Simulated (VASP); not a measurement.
Write the native input for VASP 6.6.1 that does the following.

- Task: single point
- Functional: r2SCAN
- Dispersion: D3(BJ)
- Potentials or basis: VASP PAW PBE potentials, release 64 (N, H, C)
- Cutoff: 520 eV
- k mesh: 1 × 1 × 1
- Occupations: fermi-dirac, width 0.05 eV
- Spin: no spin polarisation
- Dipole correction: no
- Further INCAR settings: LREAL = Auto; ALGO = Normal; EDIFF = 1e-07; NBANDS = 78

Crystal: H21C12N7.

```
N H C
1.0
     7.65628    0.00000    0.00000
     0.00000    7.65628    0.00000
     0.00000    0.00000    7.65628
N H C
7 21 12
Direct
  0.39108 0.96402 0.02580
  0.89809 0.26910 0.58965
  0.40110 0.93735 0.42954
  0.41059 0.51512 0.97809
  0.29604 0.47271 0.39245
  0.95526 0.91778 0.92457
  0.71092 0.57401 0.29607
  0.34685 0.85862 0.95762
  0.46427 0.91608 0.12723
  0.28001 0.02343 0.07912
  0.76746 0.44968 0.94786
  0.67953 0.22900 0.93080
  0.89358 0.27771 0.99938
  0.66387 0.80428 0.72470
  0.46562 0.69659 0.73962
  0.62486 0.64627 0.57363
  0.29529 0.35893 0.63558
  0.41528 0.19387 0.77197
  0.18749 0.21215 0.78408
  0.14913 0.80393 0.22370
  0.13522 0.64654 0.05383
  0.96509 0.64987 0.21636
  0.06846 0.94977 0.52230
  0.12982 0.74041 0.59163
  0.91018 0.77020 0.53580
  0.54304 0.22698 0.42267
  0.49481 0.24350 0.20362
  0.71129 0.16912 0.27652
  0.79095 0.31297 0.91081
  0.85111 0.28432 0.73677
  0.55769 0.74566 0.65015
  0.47220 0.84686 0.52808
  0.30478 0.28362 0.76446
  0.35394 0.40995 0.88943
  0.10544 0.66821 0.19270
  0.20451 0.55753 0.30797
  0.02085 0.83686 0.59402
  0.98500 0.89129 0.77683
  0.59969 0.25881 0.29661
  0.66389 0.43155 0.30533
```

The cell was built by a generator and needn't be a form met in nature.

The input as run:

POSCAR

```
H21C12N7
1.0
    7.6562770000      0.0000000000      0.0000000000
    0.0000000000      7.6562770000      0.0000000000
    0.0000000000      0.0000000000      7.6562770000
N H C
7 21 12
Direct
    0.3910778045      0.9640194575      0.0257958274
    0.8980866288      0.2690994592      0.5896469002
    0.4010957284      0.9373485311      0.4295429750
    0.4105912051      0.5151198161      0.9780863467
    0.2960446703      0.4727101697      0.3924492283
    0.9552554068      0.9177828859      0.9245746986
    0.7109199419      0.5740126696      0.2960707926
    0.3468526544      0.8586157476     -0.0423835240
    0.4642726484      0.9160849327      0.1272289391
    0.2800055432      1.0234347582      0.0791246189
    0.7674617833      0.4496833121      0.9478627798
    0.6795339301      0.2290016414      0.9308048808
    0.8935805222      0.2777067758      0.9993760675
    0.6638735772      0.8042812453      0.7246994851
    0.4656179498      0.6965918292      0.7396153509
    0.6248598372      0.6462671087      0.5736338954
    0.2952871219      0.3589342444      0.6355830647
    0.4152801682      0.1938670714      0.7719678899
    0.1874932164      0.2121527212      0.7840756023
    0.1491325353      0.8039285935      0.2236988030
    0.1352223803      0.6465413934      0.0538251163
   -0.0349125299      0.6498719939      0.2163584207
    1.0684566402      0.9497697118      0.5223034642
    1.1298180565      0.7404120828      0.5916321993
    0.9101812800      0.7702046308      0.5357956615
    0.5430446155      0.2269771587      0.4226727951
    0.4948096836      0.2434995495      0.2036237717
    0.7112856549      0.1691161383      0.2765182085
    0.7909457821      0.3129719575      0.9108082166
    0.8511055700      0.2843157320      0.7367680140
    0.5576861966      0.7456626765      0.6501462787
    0.4722007837      0.8468606870      0.5280765051
    0.3047825986      0.2836234896      0.7644577123
    0.3539448743      0.4099512074      0.8894270675
    0.1054428935      0.6682098884      0.1927046265
    0.2045119318      0.5575294624      0.3079695262
    1.0208486448      0.8368558243      0.5940223950
    0.9849957101      0.8912948160      0.7768266483
    0.5996909464      0.2588072506      0.2966063009
    0.6638866384      0.4315543965      0.3053311681
```

INCAR.step1

```
PREC = Accurate
ENCUT = 520
ISMEAR = -1
SIGMA = 0.05
LREAL = Auto
LASPH = T
NELM = 100
NBANDS = 78
GGA = PE
ALGO = Normal
EDIFF = 1E-4
LWAVE = T
LCHARG = F
```

INCAR.step2

```
PREC = Accurate
ENCUT = 520
EDIFF = 1E-7
ISMEAR = -1
SIGMA = 0.05
LREAL = Auto
LASPH = T
NELM = 100
ALGO = Normal
ISIF = 2
LWAVE = F
LCHARG = F
METAGGA = R2SCAN
LMIXTAU = T
IVDW = 12
VDW_S6 = 1.0
VDW_S8 = 0.78981345
VDW_A1 = 0.49484001
VDW_A2 = 5.73083694
NBANDS = 78
ISTART = 1
```

KPOINTS

```
Automatic mesh
0
Gamma
  1 1 1
```

Potentials or basis: VASP PAW PBE potentials, release 64 (N, H, C).

Launch:

```sh
$ cat potpaw_PBE.64/N/POTCAR potpaw_PBE.64/H/POTCAR potpaw_PBE.64/C/POTCAR > POTCAR
$ cp INCAR.step1 INCAR
$ mpirun -np 1 vasp_gam > vasp.out
$ cp INCAR.step2 INCAR
$ mpirun -np 1 vasp_gam > vasp.out
```

Results of the run:

```
Pressure                   : 1.0 GPa
Largest force              : 3.817 eV/Å
Band gap on the k mesh     : 5.26 eV, direct
Dispersion energy per atom : -0.027 eV
```

Caveat: the standard files for N, O and F lose accuracy on very short bonds; the PAW data sets were made with another functional, which shifts forces and pressure a little.

Run time: 3 min on 1 thread of Intel(R) Xeon(R) Platinum 8488C (Sapphire Rapids) (shared host), peak memory 0.54 GiB.
